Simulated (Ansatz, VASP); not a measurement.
# ZnSe (Stilleite): VASP beside Ansatz, part 3 of 3

Aim: how closely do two programs agree when they are given the same cell, functional and k mesh? The cell is taken from a series of runs on this material, whose earlier steps may have relaxed, scaled, displaced or heated it; both programs get it as it stands.

VASP 6.6.1 and Ansatz 0.2.0.

So far. Step 8 (VASP: single point, r2SCAN, spin-orbit coupling, pair 3): The run ends at a pressure of -0.46 GPa, with forces up to 0.0076 eV/Å.

### Step 9. Ansatz: single point, r2SCAN, spin-orbit coupling, pair 3

Level of this step: Ansatz beside VASP: Kohn-Sham DFT, plane waves, r2SCAN, spin-orbit coupling (Ansatz).

The same cell, functional, mesh and smearing now go to Ansatz, which takes its cutoff from its data sets.

The cell is taken from a series of runs on this material, whose earlier steps may have relaxed, scaled, displaced or heated it; both programs get it as it stands.

input.yaml

```yaml
crystal:
  lattice:
    - [0.0209325977, 2.8550062553, 2.8077820612]
    - [2.8550062553, 0.0209325977, 2.8077820612]
    - [2.8759388531, 2.8759388531, 1.0e-10]
  atoms:
    - { symbol: Zn, position: [-0.001221568, -0.001221568, 0.001221568] }
    - { symbol: Se, position: [0.751221568, 0.751221568, 0.748778432] }
kpoints:
  mp_grid: { grid: [6, 6, 6] }
hamiltonian:
  xc: r2scan
  pseudopotentials: { kind: paw_fr, azcp: { folder: soft_1 } }
scf:
  occupations: { method: gaussian, width: 0.01 }
  n_extra_bands: 16
output:
  eigenvalues: true
  eigenstates:
    kpoints:
      - [0.0, 0.0, 0.0]
      - [2.6652e-05, 0.003635107, 0.003661759]
      - [0.003635107, 2.6652e-05, 0.003661759]
      - [0.003574979, 0.003574979, 0.0]
      - [0.002589255, 0.002589255, 0.005178509]
      - [-0.002551563, 0.002551563, 0.0]
      - [0.002546738, 0.005098301, 0.002589255]
      - [-0.002509046, 4.2517e-05, 0.002589255]
      - [0.005098301, 0.002546738, 0.002589255]
      - [4.2517e-05, -0.002509046, 0.002589255]
      - [0.004178133, 0.004178133, 0.004228235]
      - [5.0102e-05, 5.0102e-05, 0.004228235]
      - [-1.9327e-05, 0.004147357, 0.0]
      - [0.004147357, -1.9327e-05, 0.0]
      - [-2.6652e-05, -0.003635107, -0.003661759]
      - [-0.003635107, -2.6652e-05, -0.003661759]
      - [-0.003574979, -0.003574979, 0.0]
      - [-0.002589255, -0.002589255, -0.005178509]
      - [0.002551563, -0.002551563, 0.0]
      - [-0.002546738, -0.005098301, -0.002589255]
      - [0.002509046, -4.2517e-05, -0.002589255]
      - [-0.005098301, -0.002546738, -0.002589255]
      - [-4.2517e-05, 0.002509046, -0.002589255]
      - [-0.004178133, -0.004178133, -0.004228235]
      - [-5.0102e-05, -5.0102e-05, -0.004228235]
      - [1.9327e-05, -0.004147357, 0.0]
      - [-0.004147357, 1.9327e-05, 0.0]
      - [9.9946e-05, 0.013631651, 0.013731597]
      - [0.013631651, 9.9946e-05, 0.013731597]
      - [0.013406172, 0.013406172, 0.0]
      - [0.009709705, 0.009709705, 0.01941941]
      - [-0.00956836, 0.00956836, 0.0]
      - [0.009550267, 0.019118628, 0.009709705]
      - [-0.009408923, 0.000159438, 0.009709705]
      - [0.019118628, 0.009550267, 0.009709705]
      - [0.000159438, -0.009408923, 0.009709705]
      - [0.015667998, 0.015667998, 0.015855882]
      - [0.000187884, 0.000187884, 0.015855882]
      - [-7.2477e-05, 0.01555259, 0.0]
      - [0.01555259, -7.2477e-05, 0.0]
      - [-9.9946e-05, -0.013631651, -0.013731597]
      - [-0.013631651, -9.9946e-05, -0.013731597]
      - [-0.013406172, -0.013406172, 0.0]
      - [-0.009709705, -0.009709705, -0.01941941]
      - [0.00956836, -0.00956836, 0.0]
      - [-0.009550267, -0.019118628, -0.009709705]
      - [0.009408923, -0.000159438, -0.009709705]
      - [-0.019118628, -0.009550267, -0.009709705]
      - [-0.000159438, 0.009408923, -0.009709705]
      - [-0.015667998, -0.015667998, -0.015855882]
      - [-0.000187884, -0.000187884, -0.015855882]
      - [7.2477e-05, -0.01555259, 0.0]
      - [-0.01555259, 7.2477e-05, 0.0]
      - [0.0, 0.0, 0.0]
      - [2.6652e-05, 0.003635107, 0.003661759]
      - [0.003635107, 2.6652e-05, 0.003661759]
      - [0.003574979, 0.003574979, 0.0]
      - [0.002589255, 0.002589255, 0.005178509]
      - [-0.002551563, 0.002551563, 0.0]
      - [0.002546738, 0.005098301, 0.002589255]
      - [-0.002509046, 4.2517e-05, 0.002589255]
      - [0.005098301, 0.002546738, 0.002589255]
      - [4.2517e-05, -0.002509046, 0.002589255]
      - [0.004178133, 0.004178133, 0.004228235]
      - [5.0102e-05, 5.0102e-05, 0.004228235]
      - [-1.9327e-05, 0.004147357, 0.0]
      - [0.004147357, -1.9327e-05, 0.0]
      - [-2.6652e-05, -0.003635107, -0.003661759]
      - [-0.003635107, -2.6652e-05, -0.003661759]
      - [-0.003574979, -0.003574979, 0.0]
      - [-0.002589255, -0.002589255, -0.005178509]
      - [0.002551563, -0.002551563, 0.0]
      - [-0.002546738, -0.005098301, -0.002589255]
      - [0.002509046, -4.2517e-05, -0.002589255]
      - [-0.005098301, -0.002546738, -0.002589255]
      - [-4.2517e-05, 0.002509046, -0.002589255]
      - [-0.004178133, -0.004178133, -0.004228235]
      - [-5.0102e-05, -5.0102e-05, -0.004228235]
      - [1.9327e-05, -0.004147357, 0.0]
      - [-0.004147357, 1.9327e-05, 0.0]
      - [9.9946e-05, 0.013631651, 0.013731597]
      - [0.013631651, 9.9946e-05, 0.013731597]
      - [0.013406172, 0.013406172, 0.0]
      - [0.009709705, 0.009709705, 0.01941941]
      - [-0.00956836, 0.00956836, 0.0]
      - [0.009550267, 0.019118628, 0.009709705]
      - [-0.009408923, 0.000159438, 0.009709705]
      - [0.019118628, 0.009550267, 0.009709705]
      - [0.000159438, -0.009408923, 0.009709705]
      - [0.015667998, 0.015667998, 0.015855882]
      - [0.000187884, 0.000187884, 0.015855882]
      - [-7.2477e-05, 0.01555259, 0.0]
      - [0.01555259, -7.2477e-05, 0.0]
      - [-9.9946e-05, -0.013631651, -0.013731597]
      - [-0.013631651, -9.9946e-05, -0.013731597]
      - [-0.013406172, -0.013406172, 0.0]
      - [-0.009709705, -0.009709705, -0.01941941]
      - [0.00956836, -0.00956836, 0.0]
      - [-0.009550267, -0.019118628, -0.009709705]
      - [0.009408923, -0.000159438, -0.009709705]
      - [-0.019118628, -0.009550267, -0.009709705]
      - [-0.000159438, 0.009408923, -0.009709705]
      - [-0.015667998, -0.015667998, -0.015855882]
      - [-0.000187884, -0.000187884, -0.015855882]
      - [7.2477e-05, -0.01555259, 0.0]
      - [-0.01555259, 7.2477e-05, 0.0]
magnetization:
  noncollinear: true
  spin_orbit: true
checkpoint:
  read: start.run
  write: ck
  compress: false
  write_wavefunctions: false
  write_every: 100000
```

Run with:

```bash
ansatz run input.yaml --threads 4 --pin off --max-ram 9216MiB --backend cpu --events-out ev --progress --plain --runs-dir out
```

Numbers of over 12 decimals in the logs are rounded to 6 here.

What it wrote:

```text
[...]
Crystal: 2 atoms, lattice volume = 45.770 Å³
Basis set: ecut = 500 eV, 1195 PW (Γ), exchange–correlation on 120×120×120 points (64 copies of the dense FFT grid, shifted against one another)
Bands: 44, of which v1, the nominal top of the filled ones, is band 28 counted from 1 (27 counted from 0)
Symmetry: 4 space group operations + 4 with time reversal
[...]
k-point 0: bands = [... 24 lower, 6.2484, 6.2484, 6.3062, 6.3062, 7.9845, 7.9845, 12.3513, 12.3513, ... 12 higher]
  k-point 1: bands = [... 24 lower, 5.7999, 5.8083, 6.0314, 6.0433, 9.2151, 9.2162, 12.4604, 12.4761, ... 12 higher]
  k-point 2: bands = [... 24 lower, 5.3753, 5.3779, 5.6020, 5.6136, 9.3828, 9.3841, 13.1188, 13.1188, ... 12 higher]
  k-point 45: bands = [... 24 lower, 3.7669, 3.7669, 3.9937, 3.9937, 9.4219, 9.4219, 9.9473, 9.9473, ... 12 higher]
[key lines of the parts left out:]
SCF converged after 3 iterations
Magnetization: |M| = 0.0000 μB,  M = (+0.0000, +0.0000, +0.0000) μB
Free energy (F): -8799.992197 eV
Fermi energy:    7.145336 eV
```

### Step 10. Differences

What differs besides the data sets and the points named for the pairs above, as far as they apply: the data sets hold 28 valence electrons in Ansatz (on its PAW fully relativistic soft_1 files) and 18 in VASP. Total energies have different zeros and are not compared.

Compared:

```csv
quantity,Ansatz,VASP,difference
gap on the k mesh (eV),1.678,1.683,-0.004
```

A gap on the mesh is an upper bound, since the band edges may lie between its points.

### Step 11. What came out

| Item | Value |
| --- | --- |
| difference in gap on the k mesh (single point, r2SCAN, spin-orbit coupling, pair 1) | -0.0045 eV |
| difference in gap on the k mesh (single point, r2SCAN, spin-orbit coupling, pair 2) | -0.0043 eV |
| difference in gap on the k mesh (single point, r2SCAN, spin-orbit coupling, pair 3) | -0.0041 eV |

What this shows: The difference in gap on the k mesh is -0.0045 eV (single point, r2SCAN, spin-orbit coupling, pair 1), within the 0.08 eV picked in this series as the mark of a large difference. The data sets hold unlike numbers of valence electrons (28 in Ansatz and 18 in VASP), so part of the differences comes from the potentials. 1 further run of this series is not shown here. How closely two codes agree says nothing of how well the functional describes the real material.

[Lines on the potential files, build, host, timing and source positions are cut from VASP's logs without a mark.]

[Logs are printed without paths, hosts, clocks, repeated set-up lines and the standing remarks that a program may print on its own settings, such as how far it seeks lower states.]

[Hosts, paths, dates, database ids (printed as entryN), source tags and the programs' standing remarks are cut or masked in the printed files.]
